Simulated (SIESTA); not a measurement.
As:

```
As
1.0
     1.82500   -5.50000    0.00000
     1.82500    5.50000    0.00000
     0.00000    0.00000    4.47000
As
4
Direct
  0.39000 0.61000 0.56000
  0.89000 0.11000 0.94000
  0.61000 0.39000 0.44000
  0.11000 0.89000 0.06000
```

This isn't the form of As at room conditions, which is rhombohedral.

Base run:

* Program: SIESTA 5.4.2
* Functional: LDA
* Potentials or basis: PseudoDojo 0.4 standard (LDA files)
* Basis: DZP (energy shift 0.003 Ry; two zetas on semicore shells)
* Grid cutoff: 500 Ry
* Energy shift: 0.003 Ry
* k mesh: 8 × 8 × 6
* Occupations: fermi-dirac, width 0.05 eV
* Spin: no spin polarisation

Its results: band gap on the k mesh none (metal or under the smearing width); pressure 0.6 GPa; largest force 0.380 eV/Å.

The run is repeated on the same cell with these changes: functional from LDA to PBEsol; potentials or basis from PseudoDojo 0.4 standard (LDA files) to PseudoDojo 0.4 standard (PBEsol files). What comes out?

Band gap on the k mesh none (metal or under the smearing width); pressure 2.3 GPa; largest force 0.500 eV/Å.

Caveats: the basis of atomic orbitals isn't converged, which shifts pressures, moduli and gaps.
